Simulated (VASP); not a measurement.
# Ga2O3 (R-3c) in VASP: notebook, part 3 of 3

VASP 6.6.1.

## Step 5: Band structure, PBE

File INCAR:

```
SYSTEM = Ga2O3
PREC     = Accurate       ! precision mode
ENCUT    = 300            ! plane-wave cutoff, eV
EDIFF    = 1E-6           ! SCF threshold, eV
ISMEAR   = 0              ! smearing method
SIGMA    = 0.02           ! smearing width, eV
LREAL    = .False.        ! projectors in reciprocal space
LASPH    = .True.         ! aspherical terms in the spheres
NELM     = 120            ! most SCF steps
ALGO     = Fast           ! electronic algorithm
ISIF     = 2              ! what is computed and relaxed
LWAVE    = .False.        ! write WAVECAR
LCHARG   = .False.        ! write CHGCAR
GGA      = PE             ! functional
KPAR     = 4
```

File KPOINTS:

```
regular mesh
0
Gamma
  8 8 8
  0 0 0
```

File POSCAR:

```
Ga2O3                                   
1.0
    2.5316102208      1.4616258880      4.5448809701
   -2.5316102208      1.4616258880      4.5448809701
    0.0000000000     -2.9232516734      4.5448809696
  Ga              O             
     4     6
Direct
     0.8559097183966540    0.8559097183966540    0.8559097183965545
     0.6440902816033460    0.6440902816033460    0.6440902816034455
     0.1440902816033461    0.1440902816033461    0.1440902816034456
     0.3559097183966539    0.3559097183966539    0.3559097183965545
     0.7499999999999858    0.4468929668614267    0.0531070331385804
     0.4468929668614410    0.0531070331385590    0.7500000000000000
     0.0531070331385733    0.7500000000000142    0.4468929668614196
     0.2500000000000143    0.5531070331385733    0.9468929668614195
     0.9468929668614267    0.2499999999999858    0.5531070331385805
     0.5531070331385591    0.9468929668614409    0.2500000000000000
```

File KPOINTS_OPT:

```
path GLB1,BZGX,QFP1Z,LP
10
line-mode
reciprocal
 0.0000000000  0.0000000000  0.0000000000  G
 0.5000000000  0.0000000000  0.0000000000  L

 0.5000000000  0.0000000000  0.0000000000  L
 0.5000000000  0.2356861100 -0.2356861100  B1

 0.7643138900  0.5000000000  0.2356861100  B
 0.5000000000  0.5000000000  0.5000000000  Z

 0.5000000000  0.5000000000  0.5000000000  Z
 0.0000000000  0.0000000000  0.0000000000  G

 0.0000000000  0.0000000000  0.0000000000  G
 0.3678430550  0.0000000000 -0.3678430550  X

 0.6321569450  0.3678430550  0.0000000000  Q
 0.5000000000  0.5000000000  0.0000000000  F

 0.5000000000  0.5000000000  0.0000000000  F
 0.6321569450  0.6321569450  0.2356861100  P1

 0.6321569450  0.6321569450  0.2356861100  P1
 0.5000000000  0.5000000000  0.5000000000  Z

 0.5000000000  0.0000000000  0.0000000000  L
 0.7643138900  0.3678430550  0.3678430550  P
```

Potentials or basis: VASP PAW PBE potentials, release 64 (Ga_d, O).

Command:

```bash
cat potpaw_PBE.64/Ga_d/POTCAR potpaw_PBE.64/O/POTCAR > POTCAR
mpirun -np 4 vasp_std > vasp.out
```

OUTCAR:

```text
SYSTEM = Ga2O3
   PREC = Accurate
   ENCUT = 300
   EDIFF = 1E-6
   ISMEAR = 0
   LREAL = .False.
   LASPH = .True.
   NELM = 120
   ISIF = 2
   GGA = PE

 ion  position               nearest neighbor table
   1  0.856  0.856  0.856-   8 1.95  10 1.95   9 1.95   7 2.11   6 2.11   5 2.11   2 2.89
   2  0.644  0.644  0.644-   9 1.95  10 1.95   8 1.95   5 2.11   6 2.11   7 2.11   1 2.89
   3  0.144  0.144  0.144-   5 1.95   6 1.95   7 1.95   9 2.11  10 2.11   8 2.11   4 2.89
   4  0.356  0.356  0.356-   7 1.95   6 1.95   5 1.95   8 2.11  10 2.11   9 2.11   3 2.89
   5  0.750  0.447  0.053-   3 1.95   4 1.95   2 2.11   1 2.11
   6  0.447  0.053  0.750-   3 1.95   4 1.95   1 2.11   2 2.11
   7  0.053  0.750  0.447-   4 1.95   3 1.95   1 2.11   2 2.11
   8  0.250  0.553  0.947-   1 1.95   2 1.95   4 2.11   3 2.11
   9  0.947  0.250  0.553-   2 1.95   1 1.95   3 2.11   4 2.11
  10  0.553  0.947  0.250-   1 1.95   2 1.95   3 2.11   4 2.11

  LATTYP: Found a trigonal (rhomboedric) cell.
 ALAT       =     5.4038267532
 COS(alpha) =     0.5610441424

  Lattice vectors:

[... 201 lines left out ...]
 cond. band min:       6.3396456975   @ k =   0.0000   0.0000   0.0000
 fundamental gap:      2.3303559110
 Fermi energy:         4.1006117018

 k-point     1 :       0.0000    0.0000    0.0000
  band No.  band energies     occupation
      1     -14.7125      2.00000
      2     -12.8873      2.00000
      3     -12.8863      2.00000
      4     -12.8863      2.00000
      5     -12.8556      2.00000
      6     -12.8556      2.00000
[... 1309 lines left out ...]
     51      14.3873      0.00000
     52      15.7171      0.00000

 [... further k-points ...]
[... 5 lines left out ...]
  --------------------------------------------------------------------------------------
  -------------------------------------------------------------------------------------
  Total      -27.8039635    -27.8039639    -28.6442216      0.0000000     -0.0000002      0.0000000
  in kB     -441.4794279   -441.4794348   -454.8212903      0.0000000     -0.0000035      0.0000000
  external PRESSURE =    -445.9267176 kB  Pullay stress =       0.0000000 kB

 VOLUME and BASIS-vectors are now :
 -----------------------------------------------------------------------------
  energy-cutoff  :      300.00
  volume of cell :      100.90
      direct lattice vectors                 reciprocal lattice vectors
     2.531610221  1.461625888  4.544880970     0.197502758  0.114028269  0.073342587
    -2.531610221  1.461625888  4.544880970    -0.197502758  0.114028269  0.073342587
     0.000000000 -2.923251673  4.544880970     0.000000000 -0.228056539  0.073342590

 POSITION                                       TOTAL-FORCE (eV/Angst)
 -----------------------------------------------------------------------------------
      0.00000      0.00000     11.67002        -0.000000      0.000000      0.034660
      0.00000      0.00000      8.78194        -0.000000     -0.000000     -0.034660
      0.00000      0.00000      1.96462        -0.000000     -0.000000     -0.034660
      0.00000      0.00000      4.85270        -0.000000      0.000000      0.034660
      0.76735      1.59416      5.68110        -0.090395      0.156569      0.000000
      0.99691     -1.46163      5.68110         0.180791     -0.000000     -0.000000
     -1.76426     -0.13254      5.68110        -0.090395     -0.156569     -0.000000
     -0.76735     -1.59416      7.95354         0.090395     -0.156569     -0.000000
      1.76426      0.13254      7.95354         0.090395      0.156569      0.000000
     -0.99691      1.46163      7.95354        -0.180791     -0.000000     -0.000000
 -----------------------------------------------------------------------------------
    total drift:                               -0.000000      0.000000     -0.000000

  FREE ENERGIE OF THE ION-ELECTRON SYSTEM (eV)
  ---------------------------------------------------
  free  energy   TOTEN  =       -60.2260322189 eV

  energy  without entropy=      -60.2260322189  energy(sigma->0) =      -60.22603222
```

OSZICAR:

```text
N       E                     dE             d eps       ncg     rms          rms(c)
DAV:   1     0.944507330441E+03    0.94451E+03   -0.29355E+04  7796   0.226E+03
DAV:   2     0.106213519207E+03   -0.83829E+03   -0.80689E+03  7572   0.610E+02
[... 27 lines left out ...]
       N       E                     dE             ncg
DAV:   1     0.663574742255E+05   -0.29858E+05     3016
DAV:   2     0.459778591527E+05   -0.20380E+05     2840
DAV:   3     0.420568805207E+05   -0.39210E+04     3012
DAV:   4     0.417959079098E+05   -0.26097E+03     3448
DAV:   5     0.417888957409E+05   -0.70122E+01     3136
DAV:   6     0.417886002286E+05   -0.29551E+00     3772
DAV:   7     0.417885958515E+05   -0.43771E-02     3288
DAV:   8     0.417885957733E+05   -0.78194E-04     3596
DAV:   9     0.417885957721E+05   -0.12470E-05     2108
DAV:  10     0.417885957719E+05   -0.19009E-06     1900
```

Wall time 1.9 min (4 MPI ranks of AMD EPYC 7R13 (Zen 3), shared host); peak memory 0.3 GiB.

The run converged, but a check on its numbers failed (symmetry, net force, bounds or a known fault of this set-up), so they aren't taken as properties of the crystal.

Caveat: the cutoff lies under the usual one of these potentials, so the numbers hold a large basis-set error; a pressure of tens of GPa on the cell as given is suspect, and the run, the potentials or the cell itself is likely at fault.

## Step 6: Band structure, PBE

INCAR, as its differences from that of step 5:

```diff
@@ -2,3 +2,3 @@
 PREC     = Accurate       ! precision mode
-ENCUT    = 300            ! plane-wave cutoff, eV
+ENCUT    = 600            ! plane-wave cutoff, eV
 EDIFF    = 1E-6           ! SCF threshold, eV
```

KPOINTS is that of step 5.

POSCAR is that of step 5.

KPOINTS_OPT is that of step 5.

Potentials or basis: VASP PAW PBE potentials, release 64 (Ga_d, O).

Command:

```bash
cat potpaw_PBE.64/Ga_d/POTCAR potpaw_PBE.64/O/POTCAR > POTCAR
mpirun -np 4 vasp_std > vasp.out
```

Run time: 8.1 min. Hardware: 4 MPI ranks of AMD EPYC 7R13 (Zen 3), shared host; peak memory 0.7 GiB.

The run converged. Its results:

```yaml
Free_energy: -59.4099 eV
Pressure: 0.0 GPa
Band_gap_on_the_k_mesh: 2.38 eV, indirect (least direct gap 2.59 eV)
Band_gap_along_the_path: 2.36 eV, indirect (least direct gap 2.59 eV)
```

Forces in eV/Å, atoms in the order of the input:
```
Ga   0.000  0.000  0.003
Ga   0.000  0.000 -0.003
Ga   0.000  0.000 -0.003
Ga   0.000  0.000  0.003
O   -0.001  0.001  0.000
O    0.001  0.000  0.000
O   -0.001 -0.001  0.000
O    0.001 -0.001  0.000
O    0.001  0.001  0.000
O   -0.001  0.000  0.000
```

Levels at the corners of the path, in eV from the valence-band top:
```csv
point,band 40,band 41,band 42,band 43,band 44,band 45,band 46,band 47,band 48,band 49
Γ,-0.32,-0.32,-0.31,-0.23,-0.23,2.36,6.28,6.53,8.47,9.82
L,-1.17,-0.92,-0.92,-0.15,-0.15,5.98,5.98,6.34,6.34,9.61
L,-1.17,-0.92,-0.92,-0.15,-0.15,5.98,5.98,6.34,6.34,9.61
B1,-0.95,-0.55,-0.55,-0.33,-0.33,6.27,6.27,6.81,6.81,8.56
B,-0.95,-0.55,-0.55,-0.33,-0.33,6.27,6.27,6.81,6.81,8.56
Z,-1.41,-0.29,-0.29,-0.29,-0.29,5.44,5.44,7.45,7.45,9.16
Z,-1.41,-0.29,-0.29,-0.29,-0.29,5.44,5.44,7.45,7.45,9.16
Γ,-0.32,-0.32,-0.31,-0.23,-0.23,2.36,6.28,6.53,8.47,9.81
Γ,-0.32,-0.32,-0.31,-0.23,-0.23,2.36,6.28,6.53,8.47,9.81
X,-0.65,-0.59,-0.49,-0.47,-0.18,6.06,6.20,6.75,6.78,8.53
Q,-0.65,-0.59,-0.49,-0.47,-0.18,6.06,6.20,6.75,6.78,8.53
F,-0.97,-0.82,-0.69,-0.25,-0.15,6.09,6.31,7.20,7.23,8.45
F,-0.97,-0.82,-0.69,-0.25,-0.15,6.09,6.31,7.20,7.23,8.45
P1,-0.95,-0.69,-0.58,-0.48,-0.30,6.14,6.61,6.70,7.15,8.23
P1,-0.95,-0.69,-0.58,-0.48,-0.30,6.14,6.61,6.70,7.15,8.23
Z,-1.41,-0.29,-0.29,-0.29,-0.29,5.44,5.44,7.45,7.45,9.16
L,-1.17,-0.92,-0.92,-0.15,-0.15,5.98,5.98,6.34,6.34,9.61
P,-0.95,-0.69,-0.58,-0.48,-0.30,6.14,6.61,6.70,7.15,8.23
```

As with any semilocal functional, this PBE gap is likely too small.

## Step 7: The runs side by side

| level | potentials or basis | cutoff (eV) | further INCAR settings | gap on the mesh (eV) | largest force (eV/Å) |
| --- | --- | --- | --- | --- | --- |
| LDA | VASP PAW LDA potentials, release 64 (Ga_d, O) | 450 | ALGO = Fast; EDIFF = 1e-06 | 2.33 | 0.07 |
| PBE | VASP PAW PBE potentials, release 64 (Ga_d, O) | 450 | ALGO = Fast; EDIFF = 1e-06 | 2.38 | - |
| r2SCAN | VASP PAW PBE potentials, release 64 (Ga_d, O) | 450 | ALGO = Normal; EDIFF = 1e-06 | 3.05 | 0.09 |
| PBE | VASP PAW PBE potentials, release 64 (Ga_d, O) | 600 | ALGO = Fast; EDIFF = 1e-06 | 2.38 | - |

Alike in all rows: task band structure; no spin polarisation; cell as given; k mesh 8 × 8 × 8; smearing gaussian 0.02 eV.

Caveats: the cutoff is under 1.25 times the usual one of these potentials, so pressure, stress and relaxed cells hold a basis-set (Pulay) error (some runs); the PAW data sets were made with another functional, which shifts forces and pressure a little (some runs).

Absolute energies hang on the potentials; compare differences alone.
